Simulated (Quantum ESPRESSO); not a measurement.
# Cost and result for the electronic dielectric constant of MgO

The structure is cubic, space group Fm-3m (No. 225). Conventional cell: a = 4.194 Å, b = 4.194 Å, c = 4.194 Å, α = 90.00°, β = 90.00°, γ = 90.00°. Around Mg (site symmetry m-3m) lie 6 O at 2.10 Å. O (site symmetry m-3m) is surrounded by 6 Mg at 2.10 Å.

```csv
rung,level,program and potentials,cutoff (eV),k mesh,task,core time,chip,electronic dielectric constant,miss,notes
LDA,LDA,"Quantum ESPRESSO, PseudoDojo 0.4.1 SR LDA standard",1143,"4 × 4 × 4, shifted",phonons,55 s,Intel Xeon,3.17,+7.5 %,coarse mesh; 8 valence electrons an atom on average; cell relaxed first (9.00 Å³/atom)
GGA,PBEsol,"Quantum ESPRESSO, PseudoDojo 0.4.1 SR PBEsol standard",1143,"4 × 4 × 4, shifted",phonons,62 s,Intel Xeon,3.23,+9.5 %,coarse mesh; 8 valence electrons an atom on average; cell relaxed first (9.35 Å³/atom)
GGA,WC,"Quantum ESPRESSO, GBRV 1.5 PBE",612,"6 × 6 × 6, shifted",phonons,2 min,Intel Xeon Platinum 8375C Ice Lake,3.25,+10.2 %,potentials made for PBE; 8 valence electrons an atom on average; cell relaxed first (9.40 Å³/atom)
GGA,revPBE,"Quantum ESPRESSO, GBRV 1.5 PBE",612,"6 × 6 × 6, shifted",phonons,2.2 min,Intel Xeon Platinum 8375C Ice Lake,3.23,+9.5 %,potentials made for PBE; 8 valence electrons an atom on average; cell relaxed first (9.85 Å³/atom)
GGA,AM05,"Quantum ESPRESSO, PseudoDojo 0.4.1 SR PBE standard",1143,"8 × 8 × 8, shifted",dielectric tensor,3 min,Arm Neoverse V1,3.22,+9.2 %,potentials made for PBE; 8 valence electrons an atom on average
GGA,PBE,"Quantum ESPRESSO, PseudoDojo 0.4.1 SR PBE standard",1143,"8 × 8 × 8, shifted",dielectric tensor,3.1 min,Arm Neoverse V1,(a),?,8 valence electrons an atom on average
GGA,PBEsol,"Quantum ESPRESSO, PseudoDojo 0.4.1 SR PBEsol standard",1143,"8 × 8 × 8, shifted",dielectric tensor,3.1 min,Arm Neoverse V1,3.22,+9.2 %,8 valence electrons an atom on average
GGA,WC,"Quantum ESPRESSO, PseudoDojo 0.4.1 SR PBE standard",1143,"8 × 8 × 8, shifted",dielectric tensor,3.1 min,Arm Neoverse V1,(b),?,potentials made for PBE; 8 valence electrons an atom on average
LDA,LDA,"Quantum ESPRESSO, PseudoDojo 0.4.1 SR LDA standard",1143,"8 × 8 × 8, shifted",dielectric tensor,3.1 min,Arm Neoverse V1,3.20,+8.5 %,8 valence electrons an atom on average
GGA,BLYP,"Quantum ESPRESSO, PseudoDojo 0.4.1 SR PBE standard",1143,"8 × 8 × 8, shifted",dielectric tensor,3.3 min,Arm Neoverse V1,3.09,+4.7 %,potentials made for PBE; 8 valence electrons an atom on average
GGA,PBE,"Quantum ESPRESSO, SPMS 1.0 PBE",1197,"6 × 6 × 6, shifted",phonons,3.6 min,Arm Neoverse V1,3.20,+8.5 %,8 valence electrons an atom on average
GGA,PBE,"Quantum ESPRESSO, SSSP 1.3 efficiency PBE",748,"6 × 6 × 6, shifted",phonons and Raman activities,6.4 min,Arm Neoverse V2,3.16,+7.1 %,coarse mesh; 4 valence electrons an atom on average; cell relaxed first (9.58 Å³/atom)
GGA,PBEsol,"Quantum ESPRESSO, GBRV 1.5 PBEsol",612,"6 × 6 × 6, shifted",phonons and Raman activities,8.1 min,Arm Neoverse V1,3.25,+10.2 %,8 valence electrons an atom on average; cell relaxed first (9.36 Å³/atom)
LDA,LDA,"Quantum ESPRESSO, GBRV 1.5 LDA",612,"6 × 6 × 6, shifted",phonons and Raman activities,8.4 min,Arm Neoverse V1,3.19,+8.1 %,8 valence electrons an atom on average; cell relaxed first (9.01 Å³/atom)
```

Times are single runs on shared hosts and different chips, so they are rough; meshes, cutoffs and the tasks' sizes weigh on the time. All rows: no spin polarisation. Meshes differ between rows, which moves values too. All levels ran on this one cell, unrelaxed unless noted. Meshes are those of the run's cell of 2 atoms unless a note names another. Misses use the values as printed. Runs on faulty files, with rough fits or with known faults for this quantity aren't shown. No row holds spin-orbit coupling.

Measured: 2.95 at 295 K (arxiv:0704.2267). The runs are for a static lattice.

**Question.** Estimate the values left out from the other rows.

**Answer.** (a) 3.18, miss +7.8 %; (b) 3.21, miss +8.8 %.
